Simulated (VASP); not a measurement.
# BaTiO3 (P4mm) in VASP: notebook, part 2 of 2

VASP 6.6.1.

## (3) Relaxation of shape and atoms at fixed volume, PBE (a relaxed cell with its volume scaled by 0.96)

INCAR

```
SYSTEM = BaTiO3
PREC = Accurate ; ENCUT = 300
EDIFF = 1E-7 ; ISMEAR = 0
SIGMA = 0.03 ; LREAL = .False.
LASPH = .True. ; NELM = 80
ALGO = Normal ; ISIF = 4
LWAVE = .False. ; LCHARG = .False.
GGA = PE ; IBRION = 2
NSW = 40 ; EDIFFG = -0.01
KPAR = 2
```

KPOINTS

```
regular mesh
0
Gamma
  4 4 4
  0 0 0
```

POSCAR

```
BaTiO3                                  
1.0
    3.9438928989      0.0000000000      0.0000000000
    0.0000000000      3.9438928989     -0.0000000000
    0.0000000000     -0.0000000000      4.0979028487
  Ba              Ti              O             
     1     1     3
Direct
     0.0000000000000000    0.0000000000000000    0.9945700298220147
     0.5000000000000000    0.5000000000000000    0.4767435513628115
     0.5000000000000000    0.5000000000000000    0.0347048149443065
     0.5000000000000000    0.0000000000000000    0.5184908019354367
     0.0000000000000000    0.5000000000000000    0.5184908019354367
```

Potentials or basis: VASP PAW PBE potentials, release 64 (Ba_sv, Ti_sv, O_s).

The run is started by

```console
> cat potpaw_PBE.64/Ba_sv/POTCAR potpaw_PBE.64/Ti_sv/POTCAR potpaw_PBE.64/O_s/POTCAR > POTCAR
> mpirun -np 2 vasp_std > vasp.out
```

OUTCAR:

```text
SYSTEM = BaTiO3
   PREC = Accurate
   ENCUT = 300
   EDIFF = 1E-7
   ISMEAR = 0
   LREAL = .False.
   LASPH = .True.
   NELM = 80
   ISIF = 4
   GGA = PE
   IBRION = 2
   NSW = 40
   EDIFFG = -0.01

 ion  position               nearest neighbor table
   1  0.000  0.000  0.995-   4 2.77   5 2.77   5 2.77   4 2.77   3 2.79   3 2.79   3 2.79   3 2.79
                             4 2.92   5 2.92   5 2.92   4 2.92   2 3.42   2 3.42   2 3.42   2 3.42
   2  0.500  0.500  0.477-   3 1.81   4 1.98   5 1.98   4 1.98   5 1.98   3 2.29   1 3.42   1 3.42
                             1 3.42   1 3.42   1 3.50   1 3.50   1 3.50   1 3.50
   3  0.500  0.500  0.035-   2 1.81   2 2.29   1 2.79   1 2.79   1 2.79   1 2.79
   4  0.500  0.000  0.518-   2 1.98   2 1.98   1 2.77   1 2.77   1 2.92   1 2.92
   5  0.000  0.500  0.518-   2 1.98   2 1.98   1 2.77   1 2.77   1 2.92   1 2.92

  LATTYP: Found a simple tetragonal cell.
 ALAT       =     3.9438928989
 C/A-ratio  =     1.0390502363

  Lattice vectors:

 A1 = (   3.9438928989,   0.0000000000,   0.0000000000)
 A2 = (   0.0000000000,   3.9438928989,   0.0000000000)
 A3 = (   0.0000000000,   0.0000000000,   4.0979028487)

Analysis of symmetry for initial positions (statically):
=====================================================================
 Subroutine PRICEL returns:
 Original cell was already a primitive cell.

 Routine SETGRP: Setting up the symmetry group for a
 simple tetragonal supercell.

 Subroutine GETGRP returns: Found  8 space group operations
 (whereof  8 operations were pure point group operations)
 out of a pool of 16 trial point group operations.

The static configuration has the point symmetry C_4v.

Analysis of symmetry for dynamics (positions and initial velocities):
=====================================================================
 Subroutine PRICEL returns:
 Original cell was already a primitive cell.

 Routine SETGRP: Setting up the symmetry group for a
 simple tetragonal supercell.

 Subroutine GETGRP returns: Found  8 space group operations
 (whereof  8 operations were pure point group operations)
 out of a pool of 16 trial point group operations.

The dynamic configuration has the point symmetry C_4v.

 Subroutine INISYM returns: Found  8 space group operations
 (whereof  8 operations are pure point group operations),
 and found     1 'primitive' translations

----------------------------------------------------------------------------------------

                                     Primitive cell

  volume of cell :      63.7400

  direct lattice vectors                    reciprocal lattice vectors
     3.943892899  0.000000000  0.000000000     0.253556581  0.000000000  0.000000000
     0.000000000  3.943892899  0.000000000     0.000000000  0.253556581  0.000000000
     0.000000000  0.000000000  4.097902849     0.000000000  0.000000000  0.244027259

  length of vectors
     3.943892899  3.943892899  4.097902849     0.253556581  0.253556581  0.244027259

  position of ions in fractional coordinates (direct lattice)
     0.000000000  0.000000000  0.994570030
     0.500000000  0.500000000  0.476743551
     0.500000000  0.500000000  0.034704815
     0.500000000  0.000000000  0.518490802
     0.000000000  0.500000000  0.518490802

  ion indices of the primitive-cell ions
   primitive index   ion index
                 1           1
                 2           2
                 3           3
                 4           4
                 5           5

----------------------------------------------------------------------------------------

 KPOINTS: regular mesh

Automatic generation of k-mesh.
 Grid dimensions read from file:
 generate k-points for:    4    4    4

 Generating k-lattice:

  Cartesian coordinates                     Fractional coordinates (reciprocal lattice)
     0.063389145  0.000000000  0.000000000     0.250000000  0.000000000  0.000000000
     0.000000000  0.063389145  0.000000000     0.000000000  0.250000000  0.000000000
     0.000000000  0.000000000  0.061006815     0.000000000  0.000000000  0.250000000

  Length of vectors
     0.063389145  0.063389145  0.061006815

  Shift w.r.t. Gamma in fractional coordinates (k-lattice)
     0.000000000  0.000000000  0.000000000

 Subroutine IBZKPT returns following result:
 ===========================================

 Found     18 irreducible k-points:

 Following reciprocal coordinates:
            Coordinates               Weight
  0.000000  0.000000  0.000000      1.000000
  0.250000  0.000000  0.000000      4.000000
  0.500000  0.000000  0.000000      2.000000
  0.250000  0.250000  0.000000      4.000000
  0.500000  0.250000  0.000000      4.000000
  0.500000  0.500000  0.000000      1.000000
[... 10 lines left out ...]
  0.500000  0.250000  0.500000      4.000000
  0.500000  0.500000  0.500000      1.000000
   k-points           NKPTS =     18   k-points in BZ     NKDIM =     18   number of bands    NBANDS=     24
   number of dos      NEDOS =    301   number of ions     NIONS =      5
   total plane-waves  NPLWV =  13824
   dimension x,y,z NGX =    24 NGY =   24 NGZ =   24
   dimension x,y,z NGXF=    48 NGYF=   48 NGZF=   48
   ions per type =               1   1   3
   NGX,Y,Z   is equivalent  to a cutoff of  10.12, 10.12,  9.74 a.u.
   NGXF,Y,Z  is equivalent  to a cutoff of  20.23, 20.23, 19.47 a.u.
 SYSTEM =  BaTiO3
   PREC   = accura    normal or accurate (medium, high low for compatibility)
   ISTART =      0    job   : 0-new  1-cont  2-samecut
   ICHARG =      2    charge: 1-file 2-atom 10-const
   ISPIN  =      1    spin polarized calculation?
   LNONCOLLINEAR =      F non collinear calculations
   LSORBIT =      F    spin-orbit coupling
   LASPH  =      T    aspherical Exc in radial PAW
   ENCUT  =  300.0 eV  22.05 Ry    4.70 a.u.   5.57  5.57  5.79*2*pi/ulx,y,z
   NELM   =     80;   NELMIN=  2; NELMDL= -5     # of ELM steps
   EDIFF  = 0.1E-06   stopping-criterion for ELM
   LREAL  =      F    real-space projection
   EDIFFG = -.1E-01   stopping-criterion for IOM
   NSW    =     40    number of steps for IOM
   IBRION =      2    ionic relax: 0-MD 1-quasi-New 2-CG
   NFREE  =      1    steps in history (QN), initial steepest desc. (CG)
   ISIF   =      4    stress and relaxation
   ISYM   =      2    0-nonsym 1-usesym 2-fastsym
   POTIM  = 0.5000    time-step for ionic-motion
   TEBEG  =    0.0;   TEEND  =   0.0 temperature during run
   PSTRESS=    0.0 pullay stress
   NELECT =      40.0000    total number of electrons
   NUPDOWN=      -1.0000    fix difference up-down
   EMIN   =  10.00;   EMAX   =-10.00  energy-range for DOS
   EFERMI =   0.00;   METHOD = LEGACY
   ISMEAR =     0;   SIGMA  =   0.03  broadening in eV -4-tet -1-fermi 0-gaus
   EFERMI_NEDOS =   21; number of points for ismear=-14 and -15
   IALGO  =     38    algorithm
   IMIX   =      4    mixing-type and parameters
     AMIX     =   0.40;   BMIX     =  1.00
     AMIX_MAG =   1.60;   BMIX_MAG =  1.00
  volume/ion in A,a.u.               =      12.75        86.03
  Fermi-wavevector in a.u.,A,eV,Ry     =   1.401600  2.648641 26.728422  1.964484
  Thomas-Fermi vector in A             =   2.524445
   LORBIT       =      0    0 simple, 1 ext, 2 COOP (PROOUT), +10 PAW based schemes
   GGA     = PE    functional components
   LHFCALC =     F    Hartree Fock is set to
   AEXX    =    0.0000 exact exchange contribution
   IVDW    =     0    specifies the selected vdW correction
   LEPSILON=     F    determine dielectric tensor
   LRPA    =     F    only Hartree local field effects (RPA)
 conjugate gradient relaxation of ions
 non-spin polarized calculation
 Gauss-broadening in eV      SIGMA  =   0.03
  energy-cutoff  :      300.00
  volume of cell :       63.74
 maximum number of plane-waves:       768
 NGX is ok and might be reduce to    24
   NGX = 11   NGY = 11   NGZ = 11

--------------------------------------- Ionic step        1  -------------------------------------------

 number of electron      39.9999963 magnetization

 Free energy of the ion-electron system (eV)
  ---------------------------------------------------
  ext. energy  EPLUGINS =         0.00000000
  ---------------------------------------------------
  free energy    TOTEN  =       -39.92572385 eV

  energy without entropy =      -39.92572385  energy(sigma->0) =      -39.92572385

------------------------ aborting loop because EDIFF is reached ----------------------------------------

  FORCE on cell =-STRESS in cart. coord.  units (eV):
  Direction    XX          YY          ZZ          XY          YZ          ZX
  --------------------------------------------------------------------------------------
  -------------------------------------------------------------------------------------
  Total        2.8979444      2.8979444      2.8722907      0.0000000      0.0000000      0.0000000
  in kB       72.8431556     72.8431556     72.1983196      0.0000000      0.0000000      0.0000000
  external PRESSURE =      72.6282103 kB  Pullay stress =       0.0000000 kB
[... 297 lines left out ...]
  energy  without entropy=      -39.9417448922  energy(sigma->0) =      -39.94174489

--------------------------------------- Ionic step        9  -------------------------------------------

 number of electron      39.9999971 magnetization

 Free energy of the ion-electron system (eV)
  ---------------------------------------------------
  ext. energy  EPLUGINS =         0.00000000
  ---------------------------------------------------
  free energy    TOTEN  =       -39.94176659 eV

  energy without entropy =      -39.94176659  energy(sigma->0) =      -39.94176659

 E-fermi :   4.4624     XC(G=0): -11.2888

 val. band max:        4.2363032994   @ k =   0.5000   0.5000   0.5000
 cond. band min:       6.0299877752   @ k =   0.0000   0.0000   0.0000
 fundamental gap:      1.7936844758
 Fermi energy:         4.4623933580

 k-point     1 :       0.0000    0.0000    0.0000
  band No.  band energies     occupation
      1     -52.2963      2.00000
      2     -28.5987      2.00000
      3     -28.5464      2.00000
      4     -28.5464      2.00000
      5     -20.6717      2.00000
      6     -12.7361      2.00000
[... 507 lines left out ...]
  FREE ENERGIE OF THE ION-ELECTRON SYSTEM (eV)
  ---------------------------------------------------
  free  energy   TOTEN  =       -39.9417665928 eV

  energy  without entropy=      -39.9417665928  energy(sigma->0) =      -39.94176659

 reached required accuracy - stopping structural energy minimisation
```

Wall time 28 s (2 MPI ranks of Intel Xeon Platinum 8488C (Sapphire Rapids), shared host); peak memory 0.13 GiB.

The run converged, but some of its settings lie outside the range that counts as converged, so its numbers aren't taken as properties of the crystal.

What came out:

| Property | Result |
| --- | --- |
| Free energy | -39.9418 eV |
| Energy gained by relaxing | 3.2 meV/atom |
| Ionic steps | 9 |
| Largest force after relaxing | 0.006 eV/Å |
| Band gap on the k mesh | 1.79 eV, indirect (least direct gap 2.17 eV) |

Caveat: the cutoff is under 1.25 times the usual one of these potentials, so pressure, stress and relaxed cells hold a basis-set (Pulay) error; spin-orbit coupling is left out, which moves the levels of the heavy elements.

## (4) Relaxation of shape and atoms at fixed volume, PBE (a relaxed cell with its volume scaled by 0.98)

INCAR is that of step 3.

KPOINTS is that of step 3.

Edit POSCAR of step 3 so:

```diff
@@ -2,5 +2,5 @@
 1.0
-    3.9438928989      0.0000000000      0.0000000000
-    0.0000000000      3.9438928989     -0.0000000000
-    0.0000000000     -0.0000000000      4.0979028487
+    3.9710930198      0.0000000000      0.0000000000
+    0.0000000000      3.9710930198     -0.0000000000
+    0.0000000000     -0.0000000000      4.1261651408
   Ba              Ti              O
```

The run is started by

```console
> cat potpaw_PBE.64/Ba_sv/POTCAR potpaw_PBE.64/Ti_sv/POTCAR potpaw_PBE.64/O_s/POTCAR > POTCAR
> mpirun -np 2 vasp_std > vasp.out
```

Wall time 29 s (2 MPI ranks of Intel Xeon Platinum 8488C (Sapphire Rapids), shared host); peak memory 0.13 GiB.

These settings aren't checked as converged: the numbers below hold their error.

What came out:

| Property | Result |
| --- | --- |
| Free energy | -39.9893 eV |
| Energy gained by relaxing | 0.8 meV/atom |
| Ionic steps | 9 |
| Largest force after relaxing | 0.006 eV/Å |
| Band gap on the k mesh | 1.77 eV, indirect (least direct gap 2.23 eV) |

Caveat: the cutoff is under 1.25 times the usual one of these potentials, so pressure, stress and relaxed cells hold a basis-set (Pulay) error; spin-orbit coupling is left out, which moves the levels of the heavy elements.
